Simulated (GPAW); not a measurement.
# MnO (Fm-3m) in GPAW: equation of state

How stiff is MnO in PBE, and what volume does it want? The cell is scaled to several volumes.

Everything below comes from runs of GPAW 26.7.0. Logs are shortened: lines on timing, memory, paths and dates and some standing lists are left out, and cuts for length are marked. The log counts tension as positive stress, the text compression.

## Step 1: The crystal as given

The structure is cubic, space group Fm-3m (No. 225). Conventional cell: a = 4.448 Å, b = 4.448 Å, c = 4.448 Å, α = 90.00°, β = 90.00°, γ = 90.00°. Mn (site symmetry m-3m) is surrounded by 6 O at 2.22 Å. Around O (site symmetry m-3m) lie 6 Mn at 2.22 Å.

The cell is a database's computed one.

## Step 2: Equation of state, PBE, collinear spin, ferromagnetic start

run.py reads:

```python
from ase.eos import EquationOfState
from ase.io import Trajectory, read
from ase.units import GPa
from gpaw import GPAW, PW

atoms = read('POSCAR')
atoms.set_initial_magnetic_moments([4.0, 0.0])

traj = Trajectory('eos.traj', 'w')
volumes, energies = [], []
for x in [0.94, 0.96, 0.98, 1.0, 1.02, 1.04, 1.06]:
    a = atoms.copy()
    a.set_cell(atoms.cell * x**(1 / 3), scale_atoms=True)
    calc = GPAW(mode=PW(800),
                xc='PBE',
                kpts={'size': (10, 10, 10), 'gamma': True},
                occupations={'name': 'fermi-dirac', 'width': 0.05},
                nbands=21,
                convergence={'density': 1e-05, 'energy': 1e-05},
                maxiter=150,
                txt=f'eos-{x:.2f}.txt')
    a.calc = calc
    energies.append(a.get_potential_energy(force_consistent=True))
    volumes.append(a.get_volume())
    p = -a.get_stress()[:3].mean() / GPa
    calc.write(f'eos-{x:.2f}.gpw')
    traj.write(a)
    print(f'{x:.2f} {volumes[-1]:10.4f} A^3 {energies[-1]:14.6f} eV {p:9.3f} GPa', flush=True)

v0, e0, B = EquationOfState(volumes, energies, eos='birchmurnaghan').fit()
print(f'V0 = {v0:.4f} A^3, E0 = {e0:.6f} eV, B0 = {B / GPa:.2f} GPa')
```

POSCAR reads:

```
MnO
1.0
    0.0000000000      2.2239077028      2.2239077028
    2.2239077028      0.0000000000      2.2239077028
    2.2239077028      2.2239077028      0.0000000000
Mn O
1 1
Direct
    0.0000000000      0.0000000000      0.0000000000
    0.5000000000      0.5000000000      0.5000000000
```

Potentials or basis: GPAW PAW data sets (gpaw-data 1.2.1), pw.

Command:

```
$ OMP_NUM_THREADS=1 python run.py
```

What it wrote:

```text
__  _  _
 | _ |_)|_||  |
 |__||  | ||/\| - 26.7.0

Input parameters:
  mode=PW(ecut=800.0),
  convergence={'density': 1e-05, 'energy': 1e-05},
  kpts=MonkhorstPack(size=(10, 10, 10), gamma=True),
  maxiter=150,
  nbands=21,
  occupations=Occupations(name='fermi-dirac', width=0.05),
  xc=XC(name='PBE')

Diagonalizing LCAO Hamiltonian
Converting LCAO to pw mode

              O

       Mn

Atoms  # Å, Bohr magnetons
|   | symbol |        x |        y |        z |    initial magnetic moments |
|---|--------|----------|----------|----------|-----------------------------|
| 0 |     Mn | 0.000000 | 0.000000 | 0.000000 | ( 0.0000,  0.0000,  4.0000) |
| 1 |      O | 2.178509 | 2.178509 | 2.178509 | ( 0.0000,  0.0000,  0.0000) |

Unit cell  # Å
| periodic |        x |        y |        z |  lengths |    angles |
|----------|----------|----------|----------|----------|-----------|
|      yes | 0.000000 | 2.178509 | 2.178509 | 3.080877 | 60.000000 |
|      yes | 2.178509 | 0.000000 | 2.178509 | 3.080877 | 60.000000 |
|      yes | 2.178509 | 2.178509 | 0.000000 | 3.080877 | 60.000000 |

Number of symmetries: 48
Symmetry operations  # r_c * U_cc + t_c -> r_c
|    | kind |            matrix            |
|----|------|------------------------------|
|  0 |  σ   |  1, 0, 0,  1, 0,-1,  1,-1, 0 |
|  1 |  C2  |  1, 0, 0,  1,-1, 0,  1, 0,-1 |
|  2 |  E   |  1, 0, 0,  0, 1, 0,  0, 0, 1 |
|  3 |  σ   |  1, 0, 0,  0, 0, 1,  0, 1, 0 |
|  4 |  C4  |  1, 0,-1,  1, 0, 0,  1,-1, 0 |
|  5 |  S6  |  1, 0,-1,  1,-1, 0,  1, 0, 0 |
|  6 |  σ   |  1, 0,-1,  0, 1,-1,  0, 0,-1 |
|  7 |  C3  |  1, 0,-1,  0, 0,-1,  0, 1,-1 |
|  8 |  S6  |  1,-1, 0,  1, 0, 0,  1, 0,-1 |
|  9 |  C4  |  1,-1, 0,  1, 0,-1,  1, 0, 0 |
| 10 |  C3  |  1,-1, 0,  0,-1, 1,  0,-1, 0 |
| 11 |  σ   |  1,-1, 0,  0,-1, 0,  0,-1, 1 |
| 12 |  σ   |  0, 1, 0,  1, 0, 0,  0, 0, 1 |
| 13 |  C4  |  0, 1, 0,  0, 1,-1, -1, 1, 0 |
| 14 |  C3  |  0, 1, 0,  0, 0, 1,  1, 0, 0 |
| 15 |  S6  |  0, 1, 0, -1, 1, 0,  0, 1,-1 |
| 16 |  C2  |  0, 1,-1,  1, 0,-1,  0, 0,-1 |
| 17 |  σ   |  0, 1,-1,  0, 1, 0, -1, 1, 0 |
| 18 |  S4  |  0, 1,-1,  0, 0,-1,  1, 0,-1 |
| 19 |  C4  |  0, 1,-1, -1, 1, 0,  0, 1, 0 |
| 20 |  C3  |  0, 0, 1,  1, 0, 0,  0, 1, 0 |
| 21 |  σ   |  0, 0, 1,  0, 1, 0,  1, 0, 0 |
| 22 |  S6  |  0, 0, 1,  0,-1, 1, -1, 0, 1 |
| 23 |  C4  |  0, 0, 1, -1, 0, 1,  0,-1, 1 |
| 24 |  S4  |  0, 0,-1,  1, 0,-1,  0, 1,-1 |
| 25 |  C3  |  0, 0,-1,  0, 1,-1,  1, 0,-1 |
| 26 |  C2  |  0, 0,-1,  0,-1, 0, -1, 0, 0 |
| 27 |  S6  |  0, 0,-1, -1, 0, 0,  0,-1, 0 |
| 28 |  S4  |  0,-1, 1,  1,-1, 0,  0,-1, 0 |
| 29 |  C4  |  0,-1, 1,  0, 0, 1, -1, 0, 1 |
| 30 |  C2  |  0,-1, 1,  0,-1, 0,  1,-1, 0 |
| 31 |  σ   |  0,-1, 1, -1, 0, 1,  0, 0, 1 |
| 32 |  C3  |  0,-1, 0,  1,-1, 0,  0,-1, 1 |
| 33 |  S6  |  0,-1, 0,  0, 0,-1, -1, 0, 0 |
| 34 |  S4  |  0,-1, 0,  0,-1, 1,  1,-1, 0 |
| 35 |  C2  |  0,-1, 0, -1, 0, 0,  0, 0,-1 |
| 36 |  C2  | -1, 1, 0,  0, 1, 0,  0, 1,-1 |
| 37 |  S6  | -1, 1, 0,  0, 1,-1,  0, 1, 0 |
| 38 |  S4  | -1, 1, 0, -1, 0, 1, -1, 0, 0 |
| 39 |  C3  | -1, 1, 0, -1, 0, 0, -1, 0, 1 |
| 40 |  S6  | -1, 0, 1,  0, 0, 1,  0,-1, 1 |
| 41 |  C2  | -1, 0, 1,  0,-1, 1,  0, 0, 1 |
| 42 |  C3  | -1, 0, 1, -1, 1, 0, -1, 0, 0 |
| 43 |  S4  | -1, 0, 1, -1, 0, 0, -1, 1, 0 |
| 44 |  C2  | -1, 0, 0,  0, 0,-1,  0,-1, 0 |
| 45 |  i   | -1, 0, 0,  0,-1, 0,  0, 0,-1 |
| 46 |  σ   | -1, 0, 0, -1, 1, 0, -1, 0, 1 |
| 47 |  C2  | -1, 0, 0, -1, 0, 1, -1, 1, 0 |

BZ-sampling:
  Number of BZ points: 1000
  Number of IBZ points: 47

  Monkhorst-Pack size: [10, 10, 10]
  Monkhorst-Pack shift: [0.05, 0.05, 0.05]

K-points  # in reciprocal-cell coordinates
|     |                                coordinates |     weight |
|-----|--------------------------------------------|------------|
|   0 | (  0.00000000,   0.00000000,   0.00000000) | 0.00100000 |
|   1 | (  0.10000000,   0.10000000,   0.00000000) | 0.00600000 |
|   2 | (  0.10000000,   0.10000000,   0.10000000) | 0.00800000 |
|   3 | (  0.20000000,   0.10000000,   0.10000000) | 0.01200000 |
|   4 | (  0.20000000,   0.20000000,   0.00000000) | 0.00600000 |
|   5 | (  0.20000000,   0.20000000,   0.10000000) | 0.02400000 |
|   6 | (  0.20000000,   0.20000000,   0.20000000) | 0.00800000 |
|   7 | (  0.30000000,   0.20000000,   0.10000000) | 0.02400000 |
|   8 | (  0.30000000,   0.20000000,   0.20000000) | 0.02400000 |
|   9 | (  0.30000000,   0.30000000,   0.00000000) | 0.00600000 |
| ... |                                            |            |
|  46 | (  0.50000000,   0.50000000,   0.50000000) | 0.00400000 |

Plane wave coefficients: 1073
Cutoff: 800.0 eV

Spin-components: 2 (collinear spins)
Bands:           21
Projectors:      11
Spin-degeneracy: 1
Datatype:        complex128

Density:
  Valence electrons: 21.0
  Components: 2
  Grid points: [21 21 21]
  Charge: 0.0  # |e|

Potential:
  Grid points: [21 21 21]

species:
  Mn:
    name:    Manganese
    Z:       25.0
    valence: 15
    core:    10
    charge:  0.0  # [|e|]
    compensation charges:
      type: gauss
      rc: 0.38  # [Å]
      lmax: 2
    cutoffs:
      filter: 2.14  # [Å]
      core: 0.86  # [Å]
    projectors
    | kind |    occ | energy [eV] | rcut [Å] |
    |------|--------|-------------|----------|
    |   3s |  2.000 |     -85.859 |    1.275 |
    |   4s |  2.000 |      -5.106 |    1.275 |
    |   3p |  6.000 |     -54.597 |    1.281 |
    |   4p |  0.000 |      -1.371 |    1.281 |
    |   3d |  5.000 |      -6.771 |    1.138 |
    |    d |        |      20.441 |    1.138 |

    Using partial waves for Mn as LCAO basis

  O:
    name:    Oxygen
    Z:       8.0
    valence: 6
    core:    2
    charge:  0.0  # [|e|]
    compensation charges:
      type: gauss
      rc: 0.21  # [Å]
      lmax: 2
    cutoffs:
      filter: 1.17  # [Å]
      core: 0.83  # [Å]
    projectors
    | kind |    occ | energy [eV] | rcut [Å] |
    |------|--------|-------------|----------|
    |   2s |  2.000 |     -23.961 |    0.688 |
    |   2p |  4.000 |      -9.029 |    0.598 |
    |    s |        |       3.251 |    0.688 |
    |    p |        |      18.182 |    0.598 |
    |    d |        |       0.000 |    0.619 |

    Using partial waves for O as LCAO basis

Reference energy: -33554.940374  # eV

eigensolver:
  PPCG
  Converge bands: occupied
  niter=2

density mixing:
  MSR1-Mixer
  Pratt-step length: 0.05
  Maximum mixing coefficient: 0.75
  Old densities: 10
  SVD Regularization: 0.005
  Good broyden scale: 1.0
  Trust region scale: 1.0
  Backstep threshold: 4.0
  History deletion threshold: 6.0
  Fourier metric: weight=20.0, sigma=0.015

occupation numbers:
  Fermi-Dirac:
    width: 0.0500  # eV

poisson solver:
  ecut: 6400.0  # eV

xc functional:
  name: PBE with 2 nearest neighbor stencil

convergence criteria:
- Maximum integral of absolute [dens]ity change: 1e-05 electrons / valence electron
- Maximum [total energy] change in last 3 cyles: 1e-05 eV / valence electron
- Maximum integral of absolute [eigenst]ate change: 4e-08 eV^2 / valence electron
maximum number of iterations: 150

SCF iterations
|iter     | |      energy | eigst |  dens |  magmom |
|---------|-|-------------|-------|-------|---------|
|iter:   1| |  -17.785884 | +0.18 |       |  +4.0033|
|iter:   2| |  -17.566142 | -2.05 | -0.96 |  +4.0325|
|iter:   3| |  -17.100499 | -2.09 | -1.01 |  +4.2511|
|iter:   4| |  -17.121552 | -3.55 | -1.53 |  +4.3362|
|iter:   5| |  -17.129880 | -3.16 | -1.82 |  +4.4247|
|iter:   6| |  -17.131106 | -4.40 | -2.20 |  +4.4779|
|iter:   7| |  -17.131411 | -4.45 | -2.64 |  +4.5221|
|iter:   8| |  -17.131414 | -6.43 | -3.41 |  +4.5275|
|iter:   9| |  -17.131414c| -7.50c| -4.02 |  +4.5276|
|iter:  10| |  -17.131414c| -8.51c| -5.18c|  +4.5277|

Converged in 10 steps
Energy contributions relative to reference atoms: (reference = -33554.940374)

Energy contributions:
  Kinetic:          25.111267
  Coulomb:         -21.581363
  Zero:              0.315036
  External:          0.000000
  Xc:              -20.971323
  Entropy:          -0.010061
  Spinorbit:         0.000000
  ----------------------------
  Free energy:     -17.136445
  Extrapolated:    -17.131414

dipole moment: (-9.546464, -9.546464, -9.546464)  # |e|*Ang

Total magnetic moment: (0.000000, 0.000000, 4.527668)

Local magnetic moments
|        x |        y |        z |
|----------|----------|----------|
| 0.000000 | 0.000000 | 4.061557 |  # Mn   0
| 0.000000 | 0.000000 | 0.154678 |  # O    1

Fermi level: 9.110
Eigenvalues  # (at kpt = [0.000, 0.000, 0.000])
| band index |      eig [eV] | occ [0-1] |      eig [eV] | occ [0-1] |
|------------|---------------|-----------|---------------|-----------|
|          0 |       -72.454 |     1.000 |       -67.876 |     1.000 |
|        ... |               |           |               |           |
|          3 |       -41.238 |     1.000 |       -36.758 |     1.000 |
|          4 |       -11.853 |     1.000 |       -11.438 |     1.000 |
|          5 |         4.865 |     1.000 |         5.216 |     1.000 |
|          6 |         4.865 |     1.000 |         5.216 |     1.000 |
|          7 |         4.865 |     1.000 |         5.216 |     1.000 |
|          8 |         5.769 |     1.000 |         9.539 |     0.000 |
[... 8 lines left out ...]
|         17 |        25.755 |     0.000 |        27.261 |     0.000 |
|         18 |        29.685 |     0.000 |        32.022 |     0.000 |
|        ... |               |           |               |           |
|         20 |        29.685 |     0.000 |        32.022 |     0.000 |

No gap
No difference between direct/indirect transitions

Stress tensor  # eV/Ang^3
|         x |         y |         z |
|-----------|-----------|-----------|
| -0.049530 |  0.000000 |  0.000000 |
|  0.000000 | -0.049530 |  0.000000 |
|  0.000000 |  0.000000 | -0.049530 |

# Writing to eos-0.94.gpw (mode='')
```

Run time: 5.3 min. Hardware: 1 thread of Arm Neoverse V2, shared host; peak memory 0.34 GiB.

Results:

- Equilibrium volume: 11.12 Å³/atom (rough: see the caveat)
- Bulk modulus: 117 GPa (rough)

Energy against volume, from the lowest point:
| volume (Å³/atom) | energy (meV/atom) |
| --- | --- |
| 10.339 | 19.16 |
| 10.559 | 9.89 |
| 10.779 | 3.85 |
| 10.999 | 0.33 |
| 11.219 | 0.00 |
| 11.439 | 3.22 |
| 11.659 | 9.28 |

Caveat: the fit is doubtful: noisy points or a state that changes with volume.
